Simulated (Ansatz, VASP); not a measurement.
BN: VASP beside Ansatz

```xyz
4
Lattice="2.5040 0.0000 0.0000 -1.2520 2.1685 0.0000 0.0000 0.0000 6.6612" Properties=species:S:1:pos:R:3 pbc="T T T"
B    -0.0625    1.3374    1.6653
B     1.1895    0.6146    4.9959
N     0.0000    1.4457    4.9959
N     1.2520    0.7228    1.6653
```

Change from the starting cell: all B atoms moved +0.125 Å, as atom 1 towards its neighbour atom 1 (B) at 2.504 Å.

Alike in both runs: task single point; functional PBE; dispersion D3(BJ); k mesh 12 × 12 × 4; occupations gaussian, width 0.05 eV; no spin polarisation.

|  | VASP | Ansatz |
| --- | --- | --- |
| version | VASP 6.6.1 | Ansatz 0.2.0 |
| potentials or method | VASP PAW PBE potentials, release 64 (B, N) | scalar-relativistic, plane waves, PAW |
| plane-wave cutoff (eV) | 520 | 420 |
| valence electrons in the cell | 16 | 16 |

|  | VASP | Ansatz | Ansatz less VASP |
| --- | --- | --- | --- |
| gap on the k mesh at the Fermi level (eV) | 3.91 | 3.91 | +0.006 |
| least direct gap on the mesh (eV) | 4.41 | 4.42 | +0.007 |
| pressure (GPa) | 6.6 | 6.6 | +0.02 |
| largest component of the traceless stress (GPa) | 7.02 | 6.89 | -0.127 |
| rms of the force components (eV/Å) | 3.080 | 3.088 | +0.0082 |

Atom by atom the forces differ by 0.008 eV/Å (rms over components).

Caveats: forces of over 1 eV/Å show positions far from the minimum, so gaps and moduli don't describe the material at rest. A k mesh can miss the band edges.
